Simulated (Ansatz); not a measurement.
# An elastic constant from a strain scan in SnSe2

Computed with DFT PBE, scalar-relativistic, plane waves, PAW (Ansatz 0.2.0). The runs took a 420 eV cutoff, a Γ-centred 12×12×4 mesh and Gaussian smearing (0.05 eV). No spin polarisation. Energies are free energies at this smearing, counted from the undisturbed cell; pressure is positive in compression.

Zero of the scan (relaxed at this level):

```yaml
crystal:
  lattice:
    - [3.87175, 0.00000, 0.00000]
    - [-1.93587, 3.35303, 0.00000]
    - [0.00000, 0.00000, 6.98802]
  atoms:
    - { symbol: Sn, position: [0.00000, 0.00000, 0.00000] }
    - { symbol: Se, position: [0.33333, 0.66667, 0.22815] }
    - { symbol: Se, position: [0.66667, 0.33333, 0.77185] }
```

The cell holds layers and no dispersion correction was added, so their binding is poorly described.

The cell is strained by ε times the Voigt pattern (1, 0, 0, 0, 0, 0) (xx, yy, zz, yz, xz, xy; engineering shear) with fractional coordinates fixed. The cell holds 3 atoms in V0 = 90.72 Å³. The stress column is τ = (1/V0) dE/dε, got from the stress tensor σ (compression positive) at each point as −det(1 + εP) σ : P(1 + εP)⁻¹, with P the pattern as a tensor.

```
      ε  ΔE (meV/atom)  τ (GPa)
-0.1000        121.461  -14.722
-0.0750         63.458   -9.958
-0.0500         26.228   -5.955
-0.0250          6.121   -2.678
 0.0000          0.000   -0.008
 0.0250          5.248    2.155
 0.0500         19.671    3.894
 0.0750         41.443    5.281
 0.0875         54.600    5.862
 0.1000              ?        ?
```

Problem. Which combination of elastic constants does this scan measure, and how large is it?

Solution. For small ε, τ = τ0 + Kε with K = pᵀCp, which for this pattern is C11 in the Cartesian frame shown. The parabola through τ at ε = -0.0250, 0 and 0.0250 has slope K = 97 GPa at zero. The energies per cell, E = NΔE, of the same two points give K = 2[E(ε₊)/ε₊ − E(ε₋)/ε₋]/[(ε₊ − ε₋)V0] = 96 GPa, in agreement. These are clamped-ion values.

Problem. Predict the withheld row at ε = 0.1000 from the harmonic law, and compare.

Solution. ΔE = V0(τ0 ε + Kε²/2)/N = 91.066 meV/atom and τ = 9.66 GPa. The calculation gives 69.049 meV/atom and 6.38 GPa: the energy lies 24 % below the harmonic value, as bonds soften when stretched.

Forces appear on the atoms along this scan, and letting them relax would lower the energy and soften the response. The gap closes along the scan, which can put kinks into the curve.

Cost: 10 runs of about 2.5 core-minutes in all, on Arm Neoverse V2 (shared hosts).